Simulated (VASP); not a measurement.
# AlN: RPA energy

AlN, F-43m (no. 216), 2 atoms in the cell. PBE, RPA; PAW potentials Al_GW, N_GW (PBE set).

Procedure: four steps.

## Input

INCAR.step1:
```
ISMEAR = 0
SIGMA = 0.05
EDIFF = 1E-8
PREC = Accurate
LASPH = True
LREAL = False
LCHARG = False
ENCUT = 450
GGA = PE
LWAVE = True
ALGO = Normal
```

INCAR.step2:
```
ISMEAR = 0
SIGMA = 0.05
EDIFF = 1E-8
PREC = Accurate
LASPH = True
LREAL = False
LCHARG = False
ENCUT = 450
GGA = PE
ALGO = Eigenval
NELM = 1
LWAVE = False
PRECFOCK = Fast
LHFCALC = True
AEXX = 1.0
ALDAC = 0.0
AGGAC = 0.0
HFRCUT = -1
```

INCAR.step3:
```
ISMEAR = 0
SIGMA = 0.05
EDIFF = 1E-8
PREC = Accurate
LASPH = True
LREAL = False
LCHARG = False
ENCUT = 450
GGA = PE
ALGO = Exact
NELM = 1
NBANDS = 459
LWAVE = True
LOPTICS = True
```

INCAR.step4:
```
ISMEAR = 0
SIGMA = 0.05
EDIFF = 1E-8
PREC = Accurate
LASPH = True
LREAL = False
LCHARG = False
ENCUT = 450
GGA = PE
ALGO = ACFDT
NOMEGA = 12
NBANDS = 460
LWAVE = False
PRECFOCK = Fast
```

KPOINTS:
```
k-points
0
Gamma
  3 3 3
```

POSCAR:
```
AlN
1.0
    0.0000000000      2.1839935596      2.1839935596
    2.1839935596      0.0000000000      2.1839935596
    2.1839935596      2.1839935596      0.0000000000
Al N
1 1
Direct
    0.0000000000      0.0000000000      0.0000000000
    0.2500000000      0.2500000000      0.2500000000
```

Commands (each step's output is kept before the next begins):
```
cat potpaw_PBE.64/Al_GW/POTCAR potpaw_PBE.64/N_GW/POTCAR > POTCAR
cp INCAR.step1 INCAR
mpirun -np 4 vasp_std > vasp.out
cp INCAR.step2 INCAR
mpirun -np 4 vasp_std > vasp.out
cp INCAR.step3 INCAR
mpirun -np 4 vasp_std > vasp.out
cp INCAR.step4 INCAR
mpirun -np 4 vasp_std > vasp.out
```

## Result

- RPA correlation energy, extrapolated (eV): -12.844
- Correlation energy at the largest cutoff (eV): -12.116
- Total energy with exact exchange and no correlation (eV): -25.601
- Total energy in the RPA (eV): -38.444
- Gap of the starting orbitals on the mesh (eV): 4.14

Correlation energy against the response cutoff (eV per cell); the program extrapolates from these:

| ENCUTGW (eV) | Correlation energy |
|---|---|
| 300 | -12.12 |
| 285.7 | -12.06 |
| 272.1 | -12 |
| 259.2 | -11.94 |
| 246.8 | -11.87 |
| 235.1 | -11.79 |
| 223.9 | -11.72 |
| 213.2 | -11.63 |

Limits: The cell's absolute correlation energy isn't converged; only differences at like settings carry meaning.

VASP 6.6.1 took 26 s on 4 cores (Intel Xeon Platinum 8488C (Sapphire Rapids)), a shared host.
